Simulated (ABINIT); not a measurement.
Runs of ABINIT 10.8.3 (patched build) on SnSe2. The structure is trigonal, space group P-3m1 (No. 164). The conventional cell has a = 3.811 Å, b = 3.811 Å, c = 6.136 Å, α = 90.00°, β = 90.00°, γ = 120.00°. Around Sn (site symmetry -3m) lie 6 Se at 2.68 Å. Around Se (site symmetry 3m) lie 3 Sn at 2.68 Å. 

```tsv
task	level	potentials or basis	cell	k mesh	cutoff (eV)	smearing	fine-grid cutoff	most SCF steps	cell freedom (optcell)	cutoff smearing ecutsm (Ha)	optimiser (ionmov)	gap on the mesh (eV)	pressure (GPa)	relaxed volume (Å³/atom)	largest force (eV/Å)
band structure	PBEsol	JTH PAW PBE v2.0 sp	as given	8 × 8 × 5	408	fermi-dirac 0.05 eV	816.342 eV	-	-	-	-	0.71	-	-	0.66
band structure	rPW86PBE	JTH PAW PBE v2.0 sp	as given	8 × 8 × 5	408	fermi-dirac 0.05 eV	816.342 eV	-	-	-	-	0.74	-	-	1.21
band structure	LDA-PZ	JTH PAW LDA v2.0 sp	as given	8 × 8 × 5	408	fermi-dirac 0.05 eV	816.342 eV	-	-	-	-	0.64	1.1	-	0.53
band structure	AM05	JTH PAW PBE v2.0 sp	as given	8 × 8 × 5	408	fermi-dirac 0.05 eV	816.342 eV	-	-	-	-	0.74	-	-	(b)
band structure	TB-mBJ	JTH PAW LDA v2.0	as given	6 × 6 × 4	707	fermi-dirac 0.05 eV	1306.15 eV	-	-	-	-	1.35	-	-	-
single point	PBE0	SG15 NC PBE v1.2	as given	6 × 6 × 4	490	fixed	-	60	-	-	-	(a)	1.8	-	0.25
band structure	LDA-VWN	JTH PAW LDA v2.0	as given	8 × 8 × 5	408	fermi-dirac 0.05 eV	816.342 eV	-	-	-	-	0.67	-	-	0.48
relaxation of cell and atoms	r2SCAN	JTH PAW PBE v2.0	relaxed	7 × 7 × 4	707	fermi-dirac 0.05 eV	1306.15 eV	-	2	0.5	22	1.12	-	(c)	0.02
relaxation of cell and atoms	PBE+D3(BJ)	JTH PAW PBE v2.0	relaxed	5 × 5 × 3	599	fermi-dirac 0.05 eV	1197.3 eV	-	-	0.5	-	0.61	0.2	25.88	0.04
single point	PBE	JTH PAW PBE v2.0	as given	8 × 8 × 5	599	fermi-dirac 0.05 eV	1197.3 eV	-	-	-	-	0.81	5.5	-	0.79
relaxation of cell and atoms	PBE	JTH PAW PBE v2.0	relaxed	5 × 5 × 3	599	fermi-dirac 0.05 eV	1197.3 eV	-	-	0.5	-	0.88	0.0	30.10	0.01
```

Alike in all rows: no spin polarisation.

Question: Fill in the values left out.

Answer: (a) 2.09; (b) 0.56; (c) 28.05.

Caveats: spin-orbit coupling is left out, which moves the levels of the heavy elements; an odd mesh through Γ misses points on the zone boundary, where band edges often lie (some runs); the PAW data sets were made with another functional, which shifts forces and pressure a little (some runs); this set keeps more shells in the core, which shifts pressures and gaps (some runs); this functional lacks dispersion, which binds the layers, so the pressure and a relaxed spacing across them are unreliable (some runs); the constant c of TB-mBJ comes from the pseudo density here, which moves gaps by up to 0.3 eV between sets of potentials (some runs); the potentials were made for another functional, which shifts forces and pressure (some runs).

A k mesh can miss the band edges, and the runs leave out spin-orbit coupling on Se, Sn.

Not every run made on this cell is shown here.
